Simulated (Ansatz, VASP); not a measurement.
**SbSe2: VASP beside Ansatz**

```xyz
3
Lattice="4.2665 0.0000 0.0000 0.0000 4.2665 0.0000 0.0000 0.0000 6.3985" Properties=species:S:1:pos:R:3 pbc="T T T"
Sb    0.0000    0.0000    3.1993
Se    2.1333    0.0000    4.6970
Se    0.0000    2.1333    1.7015
```

Change from the starting cell: species swapped into the AgI2 type (P-4m2, No. 115).

Alike in both runs: functional PBE; k mesh 4 × 4 × 4; occupations gaussian, width 0.1 eV; no spin polarisation.

Ansatz relaxed the structure, and its values are those at the end. VASP's run is a single point on that final structure, the one shown.

|  | VASP | Ansatz |
| --- | --- | --- |
| version | VASP 6.6.1 | Ansatz 0.2.0 |
| potentials or method | VASP PAW PBE potentials, release 64 (Sb, Se) | scalar-relativistic, plane waves, PAW |
| plane-wave cutoff (eV) | 520 | 420 |
| valence electrons in the cell | 17 | 47 |

|  | VASP | Ansatz | Ansatz less VASP |
| --- | --- | --- | --- |
| gap on the k mesh at the Fermi level (eV) | none | none | - |
| pressure (GPa) | 0.2 | 0.1 | -0.02 |
| rms of the force components (eV/Å) | 0.011 | 0.007 | -0.0032 |

A gap of «none» marks a metal or a gap that the smearing closes. The functional is the same, so the differences come from potentials, cutoffs and numerics. The two sets of potentials don't hold the same shells in valence.

Caveats: the k mesh is coarse (spacing up to 0.37 Å⁻¹), so the values aren't converged; this functional lacks dispersion, which binds the layers, so the pressure and a relaxed spacing across them are unreliable. The runs have no spin-orbit coupling, so splittings on Sb are missing.
